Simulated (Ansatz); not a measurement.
# WSi2As4 bilayer (AB) in a perpendicular field

Wanted: the out-of-plane response of the WSi2As4 bilayer (AB). A positive field points along +c.

Method: plane-wave DFT, PBE-D3(BJ), Ansatz PAW, in the first sound run; inputs show where later runs differ, in Ansatz 0.2.0.

## 1. The structure

The cell holds 14 atoms: 8 As, 4 Si and 2 W. Cell: a = 3.630 Å, b = 3.630 Å, c = 73.610 Å, α = 90.0°, β = 90.0°, γ = 120.0°. Regions: layer 1: WSi2As4, 7 atoms (4 As, 2 Si and 1 W); layer 2: WSi2As4, 7 atoms (4 As, 2 Si and 1 W). Vacuum lies along c.

## 2. Relaxing the slab

The starting cell is a guess, so the in-plane lattice and the atoms are relaxed first, with the slab cut off from its images along the normal.

File input.yaml:

```yaml
crystal:
  lattice:
    - [3.63, 0.0, 0.0]
    - [-1.815, 3.1436722157, 0.0]
    - [0.0, 0.0, 73.6102298229]
  atoms:
    - { symbol: As, position: [0.0, 0.0, 0.3552495361] }
    - { symbol: Si, position: [0.3333333333, 0.6666666667, 0.365600966] }
    - { symbol: As, position: [0.3333333333, 0.6666666667, 0.3958956683] }
    - { symbol: W, position: [0.0, 0.0, 0.4174359668] }
    - { symbol: As, position: [0.3333333333, 0.6666666667, 0.4389762654] }
    - { symbol: Si, position: [0.3333333333, 0.6666666667, 0.4692709677] }
    - { symbol: As, position: [0.0, 0.0, 0.4796223975] }
    - { symbol: As, position: [0.3333333333, 0.6666666667, 0.5203776025] }
    - { symbol: Si, position: [0.6666666667, 0.3333333333, 0.5307290323] }
    - { symbol: As, position: [0.6666666667, 0.3333333333, 0.5610237346] }
    - { symbol: W, position: [0.3333333333, 0.6666666667, 0.5825640332] }
    - { symbol: As, position: [0.6666666667, 0.3333333333, 0.6041043317] }
    - { symbol: Si, position: [0.6666666667, 0.3333333333, 0.634399034] }
    - { symbol: As, position: [0.3333333333, 0.6666666667, 0.6447504639] }
  periodic: [true, true, false]
kpoints:
  mp_grid: { grid: [12, 12, 1] }
hamiltonian:
  xc: pbe
  dispersion: d3bj
scf:
  occupations: { method: fermi_dirac, width: 0.05 }
  convergence: { dr2_threshold: 1.0e-09 }
relax:
  f_tol: 0.004
  max_steps: 90
  cell: {}
output:
  write_potential: true
  write_density: true
  volumetric_format: npy
```

Launch:

```sh
$ ansatz run input.yaml --threads 4 --pin off --max-ram 12288MiB --backend cpu --events-out ev --progress --plain --runs-dir out
```

Numbers of over 12 decimals in the logs are rounded to 6 here.

Log:

```text
Warning: relax.cell: scf.convergence.dr2_threshold = 1e-9 eV is looser than the 1.42808982428e-10 eV advised for a relaxation that steers and ends on the stress (1e-10 eV for each atom of the cell: 14, times the square of relax.cell.stress_2d_tol = 0.05 N/m over 31.3 Å (the atoms' height at the walk's start and 5 Å past either face), 1.597e-2 GPa, over a crystal's default 0.05). What an SCF threshold leaves in a stress goes as its square root, and in the free energy as the threshold itself, and one threshold admits the most on a small cell: [figures from the program's tests cut] Set scf.convergence.dr2_threshold to 1.42808982428e-10 eV or tighter. [rest of the remark cut]
Engine: ansatz 0.2.0, aarch64-unknown-linux-gnu
Pseudopotentials: kind: paw
Pseudopotential: As, paw, valence charge 15, recommended cutoff 420 eV (normal), As.paw.azcp
Pseudopotential: Si, paw, valence charge 4, recommended cutoff 420 eV (normal), Si.paw.azcp
Pseudopotential: W, paw, valence charge 14, recommended cutoff 420 eV (normal), W.paw.azcp
Functional definition: PBE
  parameter kappa = 0.804
  parameter beta = 0.066725
  exchange = pbe_x(kappa = kappa, mu = beta*pi^2/3)
  correlation = pbe_c(beta = beta)
Crystal: 14 atoms, lattice volume = 840.005 Å³
Basis set: ecut = 420 eV, 16195 PW (Γ), exchange–correlation on 50×50×1000 points (8 copies of the dense FFT grid, shifted against one another)
Bands: 99, of which v1, the nominal top of the filled ones, is band 82 counted from 1 (81 counted from 0)
Symmetry: 6 space group operations
Space group: P3m1 (ITA 156), of the structure as read, at distance tolerance 9.4e-5 Å
k-points: 19 of 144 (time reversal used)
Non-local potential: As, projectors of the file, l = 0: 2, l = 1: 2, l = 2: 3, l = 3: 1
Non-local potential: Si, projectors of the file, l = 0: 2, l = 1: 2, l = 2: 2
Non-local potential: W, projectors of the file, l = 0: 3, l = 1: 2, l = 2: 2, l = 3: 1
PAW form: soft (Blöchl's): semilocal exchange-correlation on the pseudo side does not see the compensation charge
PAW one-centre angular grid: As, 590 points (default); XC on 64 Gauss nodes
PAW one-centre angular grid: Si, 110 points (default); XC on 64 Gauss nodes
PAW one-centre angular grid: W, 590 points (default); XC on 64 Gauss nodes
Initial density: superposition of atomic densities (neutral atoms: chi_scale 0, normalization atom), corrected by the library's trained network
Initial wavefunctions: pseudopotential atomic-orbital guess
Functional: x = pbe(κ = 0.804, μ = 0.219515), c = pbe(β = 0.066725)
SCF iter   1: F=—  HF=-62165.083282 eV  |F-HF|=—  |Δ(HF+E_count)|=         —  Δρ=4.62e-3  dr2=2.44e0  ethr=1.77e-3  ⟨swp⟩=11.7  Hψ=11019  notcnv=0  defer=41
preconditioner: auto → LDOS  [insulator: Δε(μ)=0.256 eV  Ē_g=8.334 eV  σ=0.050 eV  W_gap=0.76  n_scr=126 (ndim 8)  ℏωp=10.6 eV  f_vac=0.661  D(μ)=0.16/eV (n_scr^D=4)  ε∞_Penn≈2.6  β→1.0]
SCF iter   2: F=—  HF=-62168.184540 eV  |F-HF|=—  |Δ(HF+E_count)|=    3.10e0  Δρ=2.49e-2  dr2=8.27e1  ethr=1.49e-3  ⟨swp⟩=5.4  Hψ=3582  notcnv=0  defer=111  recentre
SCF iter   3: F=—  HF=-62164.920441 eV  |F-HF|=—  |Δ(HF+E_count)|=    3.26e0  Δρ=2.29e-3  dr2=7.31e-1  ethr=1.49e-3  ⟨swp⟩=4.3  Hψ=3419  notcnv=0  defer=131
SCF iter   4: F=—  HF=-62164.856025 eV  |F-HF|=—  |Δ(HF+E_count)|=   6.44e-2  Δρ=1.72e-3  dr2=2.34e-1  ethr=4.46e-4  ⟨swp⟩=3.9  Hψ=3126  notcnv=0  defer=125
SCF iter   5: F=—  HF=-62164.841532 eV  |F-HF|=—  |Δ(HF+E_count)|=   1.45e-2  Δρ=6.41e-4  dr2=4.35e-2  ethr=1.42e-4  ⟨swp⟩=3.3  Hψ=2587  notcnv=0  defer=125
SCF iter   6: F=—  HF=-62164.837514 eV  |F-HF|=—  |Δ(HF+E_count)|=   4.02e-3  Δρ=3.51e-4  dr2=1.17e-2  ethr=2.65e-5  ⟨swp⟩=3.1  Hψ=2572  notcnv=0  defer=121
SCF iter   7: F=—  HF=-62164.836761 eV  |F-HF|=—  |Δ(HF+E_count)|=   7.53e-4  Δρ=1.33e-4  dr2=7.39e-4  ethr=7.13e-6  ⟨swp⟩=2.7  Hψ=2297  notcnv=0  defer=121
SCF iter   8: F=—  HF=-62164.836708 eV  |F-HF|=—  |Δ(HF+E_count)|=   5.28e-5  Δρ=4.86e-5  dr2=6.39e-5  ethr=4.50e-7  ⟨swp⟩=3.0  Hψ=2848  notcnv=0  defer=121
SCF iter   9: F=—  HF=-62164.836682 eV  |F-HF|=—  |Δ(HF+E_count)|=   2.54e-5  Δρ=2.67e-5  dr2=5.88e-5  ethr=3.90e-8  ⟨swp⟩=3.0  Hψ=2954  notcnv=0  defer=121
SCF iter  10: F=—  HF=-62164.836678 eV  |F-HF|=—  |Δ(HF+E_count)|=   4.30e-6  Δρ=1.02e-5  dr2=3.48e-6  ethr=3.58e-8  ⟨swp⟩=2.9  Hψ=2511  notcnv=0  defer=121
SCF iter  11: F=—  HF=-62164.836591 eV  |F-HF|=—  |Δ(HF+E_count)|=   8.69e-5  Δρ=3.86e-6  dr2=5.53e-7  ethr=2.12e-9  ⟨swp⟩=3.1  Hψ=2912  notcnv=0  defer=121
SCF iter  12: F=—  HF=-62164.836591 eV  |F-HF|=—  |Δ(HF+E_count)|=   1.06e-7  Δρ=1.59e-6  dr2=4.72e-8  ethr=3.37e-10  ⟨swp⟩=3.1  Hψ=2847  notcnv=0  defer=121
SCF iter  13: F=—  HF=-62164.836591 eV  |F-HF|=—  |Δ(HF+E_count)|=   2.79e-8  Δρ=7.46e-7  dr2=1.26e-8  ethr=2.88e-11  ⟨swp⟩=3.0  Hψ=2973  notcnv=0  defer=121
SCF iter  14: F=—  HF=-62164.836591 eV  |F-HF|=—  |Δ(HF+E_count)|=   6.96e-9  Δρ=3.38e-7  dr2=2.81e-9  ethr=7.65e-12  ⟨swp⟩=3.0  Hψ=2936  notcnv=0  defer=121
SCF iter  15: F=-62164.836591 eV  HF=-62164.836591 eV  |F-HF|=9.31e-10  |Δ(HF+E_count)|=   1.79e-9  Δρ=1.82e-7  dr2=6.47e-10  ethr=1.00e-12  ⟨swp⟩=11.8  Hψ=13602  notcnv=0
SCF 1 converged in 15 iterations: F = -62164.836591 eV  dr2 = 6.47e-10
  greatest PAW one-centre occupation: 1.000 electrons in one spin orbital (limit 2), on the W atom at site 10 (counted from 0), in its partial waves of l = 0
relax step   1: F+E_penalty+E_count = -62164.83659131 eV  Δ(F+E_penalty+E_count) = +0.000e0 eV  max|allowed force component| = 3.096e0 eV/Å  Δτ_max = 0.0000 Å  P = +4.004 N/m  Ω = 840.005 Å³  fix = [c, alpha, beta]  reactions: c +0.000 N/m  (15 SCF iters, accepted)
Crystal: 14 atoms, lattice volume = 817.730 Å³
Basis set: ecut = 420 eV, 15709 PW (Γ), exchange–correlation on 50×50×1000 points (8 copies of the dense FFT grid, shifted against one another)
Initial density: handed on by an earlier stage of this run
Initial wavefunctions: those handed on with the density
iter 1 solved again at ethr=6.38e-4 eV; its pass at ethr=3.10e-3 eV (dr2=1.05e0 eV) is discarded
SCF iter   1: F=—  HF=-62167.517738 eV  |F-HF|=—  |Δ(HF+E_count)|=         —  Δρ=9.02e-3  dr2=1.04e0  ethr=6.38e-4  ⟨swp⟩=3.8  Hψ=12608  notcnv=0
preconditioner: auto → LDOS  [metal: Δε(μ)=0.095 eV  Ē_g=8.447 eV  σ=0.050 eV  W_gap=0.41  n_scr=114 (ndim 8)  ℏωp=10.7 eV  f_vac=0.656  D(μ)=0.86/eV (n_scr^D=10)  β→1.0]
SCF iter   2: F=—  HF=-62168.124037 eV  |F-HF|=—  |Δ(HF+E_count)|=   6.06e-1  Δρ=1.16e-2  dr2=4.28e0  ethr=6.36e-4  ⟨swp⟩=6.7  Hψ=6024  notcnv=0  defer=40  recentre
[...]
relax step   7: F+E_penalty+E_count = -62167.86478867 eV  Δ(F+E_penalty+E_count) = -5.069e-3 eV  max|allowed force component| = 7.446e-3 eV/Å  Δτ_max = 0.0356 Å  P = +0.025 N/m  Ω = 809.102 Å³  energy of the carried Pulay correction = +1.794e-3 eV  fix = [c, alpha, beta]  reactions: c +0.000 N/m  (14 SCF iters, accepted)
[...]
relax step   8: F+E_penalty+E_count = -62167.86481234 eV  Δ(F+E_penalty+E_count) = -2.367e-5 eV  max|allowed force component| = 9.032e-4 eV/Å  Δτ_max = 0.0039 Å  P = -0.001 N/m  Ω = 809.223 Å³  energy of the carried Pulay correction = +1.787e-3 eV  fix = [c, alpha, beta]  reactions: c -0.000 N/m  (10 SCF iters, accepted)
Basis set: ecut = 420 eV, 15601 PW (Γ), exchange–correlation on 48×48×1000 points (8 copies of the dense FFT grid, shifted against one another)
Initial wavefunctions: pseudopotential atomic-orbital guess (no wavefunctions were taken with the density)
iter 1 solved again at ethr=1.16e-6 eV; its pass at ethr=3.10e-3 eV (dr2=1.90e-3 eV) is discarded
SCF iter   1: F=—  HF=-62167.863405 eV  |F-HF|=—  |Δ(HF+E_count)|=         —  Δρ=2.31e-5  dr2=7.37e-7  ethr=1.16e-6  ⟨swp⟩=6.5  Hψ=17745  notcnv=0
eigensolver tolerance schedule: the retry pair's looser diagonalisation over-reported the residual by 2576.55 of it (diagonalisation noise at 26.30 of the residual, at the tolerance the schedule requests for it); recorded, not acted on — ethr = c·dr2/N_el stays at c = 1.0e-1
SCF iter   2: F=—  HF=-62167.863296 eV  |F-HF|=—  |Δ(HF+E_count)|=   1.09e-4  Δρ=1.32e-5  dr2=3.89e-7  ethr=4.50e-10  ⟨swp⟩=5.1  Hψ=6186  notcnv=0
SCF iter   3: F=—  HF=-62167.863296 eV  |F-HF|=—  |Δ(HF+E_count)|=   2.85e-7  Δρ=5.37e-6  dr2=9.83e-7  ethr=2.37e-10  ⟨swp⟩=2.8  Hψ=3512  notcnv=0
SCF iter   4: F=—  HF=-62167.863296 eV  |F-HF|=—  |Δ(HF+E_count)|=   4.46e-8  Δρ=2.95e-6  dr2=1.99e-7  ethr=2.37e-10  ⟨swp⟩=3.0  Hψ=2888  notcnv=0
SCF iter   5: F=—  HF=-62167.863296 eV  |F-HF|=—  |Δ(HF+E_count)|=   1.35e-9  Δρ=1.09e-6  dr2=2.74e-8  ethr=1.21e-10  ⟨swp⟩=2.6  Hψ=2669  notcnv=0
SCF iter   6: F=-62167.863296 eV  HF=-62167.863296 eV  |F-HF|=2.10e-9  |Δ(HF+E_count)|=   1.64e-9  Δρ=4.07e-7  dr2=7.14e-10  ethr=1.00e-12  ⟨swp⟩=17.3  Hψ=17930  notcnv=0
SCF 9 converged in 6 iterations: F = -62167.863296 eV  dr2 = 7.14e-10
relax step   9: F+E_penalty+E_count = -62167.86329582 eV  Δ(F+E_penalty+E_count) = +1.517e-3 eV  max|allowed force component| = 8.371e-4 eV/Å  Δτ_max = 0.0000 Å  P = -0.017 N/m  Ω = 809.223 Å³  fix = [c, alpha, beta]  reactions: c -0.000 N/m  stress off target by 1.72e-2 N/m on what of the cell is left free  SCF on the basis re-selected at this cell (its energy is not comparable with the rows above)  (6 SCF iters)
basis re-selected at this cell: Δ(F+E_penalty+E_count) = +1.517e-3 eV, ΔP = -0.017 N/m vs the last step (what re-selecting the basis moved, of the pressure what is left beyond the Pulay correction that the steps carried, after the strain that the cell walked since its last selection, with what the two solves' SCF thresholds leave and, on support functions, any second-order correction that the steps lacked; it is no measure of the basis error at this ecutwfc). The dense FFT grid was sized anew with the basis: this SCF ran on 24×24×500 points, the steps before it on 25×25×500, so part of this shift can come from that change (see relax.cell in the input reference). [rest of the remark cut]
WARN: The output density's exchange-correlation potential varies sharply where the density is thin. Do not read a vacuum level from v_tot or v_xc, or from such a field of the output density. On a cell that repeats whose density bears no net charge and no dipole along the vacuum's axis use v_es (v_loc + v_h of the components); under efield.dipole_correction with no amplitude use v_es + v_field, which holds any externa [...]
SCF converged after 6 iterations
Free energy (F): -62167.863296 eV
Harris-Foulkes:  -62167.863296 eV  (|F-HF|=2.10e-9)
Internal energy: -62167.863240 eV  (E = F + TS)
E sigma→0 (E₀):  -62167.863268 eV
Entropy (-TS):   -0.000055 eV (-0.004 meV/atom)
Fermi energy:    -4.378305 eV
--- Per-component energies (eV) ---
  E_band       = -4720.231445
  E_kinetic    = 1894.798521
  E_local      = -2218743.769241  (includes V_loc(G=0)·N_el)
  E_nonlocal   = -5256.073500
  E_hartree    = 1108547.850323
  E_xc         = -1391.157229
  E_vxc        = -1302.558387  (∫ρ·V_xc dr)
  E_paw        = -33860.490752  (= ΣΔE_a)
  E_vpaw       = 1591.680884  (= ΣTr[D̂ρ^β])
  E_aug_tail   = -0.000046  (compensation charges beyond the density's cutoff)
  E_ewald      = 1086646.414153
  E_disp       = -5.435468  (pairwise vdW)
  E_smearing   = -0.000055  (= −TS)
  E_closure    = -0.000000  (closes the sum)
  Σ components = -62167.863296   (vs F -62167.863296, Δ=0.00e0)
--- Forces (eV/Å), atoms counted from 1 ---
  atom   1  As    -0.00000000    -0.00000000     0.00008586
  atom   2  Si     0.00000000    -0.00000000     0.00050361
  atom   3  As     0.00000000    -0.00000000     0.00083702
  atom   4  W      0.00000000    -0.00000000     0.00037829
  atom   5  As     0.00000000    -0.00000000    -0.00016781
  atom   6  Si     0.00000000     0.00000000     0.00004889
  atom   7  As     0.00000000    -0.00000000     0.00051707
  atom   8  As     0.00000000    -0.00000000    -0.00043931
  atom   9  Si     0.00000000    -0.00000000    -0.00018075
  atom  10  As     0.00000000    -0.00000000     0.00016916
  atom  11  W      0.00000000    -0.00000000    -0.00037810
  atom  12  As     0.00000000    -0.00000000    -0.00079428
  atom  13  Si     0.00000000     0.00000000    -0.00049449
  atom  14  As     0.00000000    -0.00000000    -0.00008691
  max |Σ_I F_I| component: 1.76e-6 eV/Å
--- 2D stress c σ (N/m, compression-positive) ---
       -0.017164      -0.000000      -0.000000
       -0.000000      -0.017164      -0.000000
       -0.000000      -0.000000      -0.000000
  P = ½ c Tr σ = -0.0172 N/m
--- Band table (eV; the first three rows and the last of 19) ---
  k-point 0: bands = [... 78 lower, -5.2676, -5.2676, -5.1599, -4.7116, -2.0595, -2.0236, -2.0236, -2.0236, ... 13 higher]
  k-point 1: bands = [... 78 lower, -5.4972, -5.4536, -5.1173, -4.7910, -2.3520, -2.3144, -2.2775, -2.1269, ... 13 higher]
  k-point 2: bands = [... 78 lower, -5.8637, -5.7200, -5.2433, -5.0888, -2.9384, -2.7959, -2.7607, -2.4679, ... 13 higher]
  k-point 18: bands = [... 78 lower, -5.9558, -5.9185, -4.8097, -4.7606, -4.0117, -3.9773, -3.7033, -3.6142, ... 13 higher]
  the weakly bound empty levels are not read free of the cell's end (no_gap_told)
--- Relaxed structure (8 steps of the walk, 8 accepted, 1 SCFs on fresh bases) ---
  F+E_penalty+E_count = -62167.86329582 eV   max|allowed force component| = 8.371e-4 eV/Å   (the final SCF, on the basis selected at the relaxed cell)
  cell:  # Å, volume = 809.2235 Å³
    - [3.562869, 0, 0]
    - [-1.781434, 3.085535, 0]
    - [0, 0, 73.6102298229]
  atoms:
    - { symbol: As, position: [8.727631337956173e-18, -7.552537548908469e-19, 0.344067] }
    - { symbol: Si, position: [0.333333, 0.666667, 0.359389] }
    - { symbol: As, position: [0.333333, 0.666667, 0.391222] }
    - { symbol: W, position: [2.4883183368552016e-17, -7.552537548908384e-19, 0.411636] }
    - { symbol: As, position: [0.333333, 0.666667, 0.432059] }
    - { symbol: Si, position: [0.333333, 0.666667, 0.463855] }
    - { symbol: As, position: [4.0956424840665295e-17, -7.552537548908473e-19, 0.479177] }
    - { symbol: As, position: [0.333333, 0.666667, 0.520845] }
    - { symbol: Si, position: [0.666667, 0.333333, 0.536140] }
    - { symbol: As, position: [0.666667, 0.333333, 0.567944] }
    - { symbol: W, position: [0.333333, 0.666667, 0.588358] }
    - { symbol: As, position: [0.666667, 0.333333, 0.608773] }
    - { symbol: Si, position: [0.666667, 0.333333, 0.640606] }
    - { symbol: As, position: [0.333333, 0.666667, 0.655928] }
```

It took 12 min on 4 threads of Arm Neoverse V1, shared host; peak memory 2.6 GiB.

Step by step:

```csv
step,energy less that of the first step (eV),largest force component (eV/Å),volume (Å³)
1,0.0000,3.0963,840.01
2,-2.4478,1.4519,817.73
3,-2.8286,0.2264,811.58
4,-2.9782,0.1840,814.79
5,-3.0195,0.1409,809.45
6,-3.0231,0.1978,811.50
7,-3.0282,0.0074,809.10
8,-3.0282,0.0009,809.22
9*,-3.0267,0.0008,809.22
```

Relaxation steps marked * repeat the geometry before them on a plane-wave basis chosen anew for their cell, so energy and pressure can jump there.

Forces are held to the 6 operations that the run works with; a distortion that breaks them can't arise in this run.

```
cell as run  before  after  change
      a (Å)   3.630  3.563  -1.8 %
      b (Å)   3.630  3.563  -1.8 %
```

The atoms that moved most (Å, along periodic axes as changes of fractional coordinates times the final cell, across vacuum about the mean position):

| atom | dx | dy | dz | length |
| --- | --- | --- | --- | --- |
| As1 | 0.000 | 0.000 | -0.823 | 0.823 |
| As14 | 0.000 | 0.000 | 0.823 | 0.823 |
| As10 | 0.000 | 0.000 | 0.509 | 0.509 |
| As5 | 0.000 | 0.000 | -0.509 | 0.509 |
| Si2 | 0.000 | 0.000 | -0.457 | 0.457 |
| Si13 | 0.000 | 0.000 | 0.457 | 0.457 |
| W4 | 0.000 | 0.000 | -0.427 | 0.427 |
| W11 | 0.000 | 0.000 | 0.427 | 0.427 |

The lattice constant a goes from 3.630 to 3.563 Å.

[end of part 1 of 4]

[Logs are printed without paths, hosts, clocks, repeated set-up lines and the standing remarks that a program may print on its own settings, such as how far it seeks lower states.]

[Hosts, paths, dates, database ids (printed as entryN), source tags and the programs' standing remarks are cut or masked in the printed files.]

[Maps of the electrostatic potential energy from Ansatz leave out the sawtooth potential of an applied field or a dipole correction, so their vacuum need not be flat; planar profiles and work functions include it.]
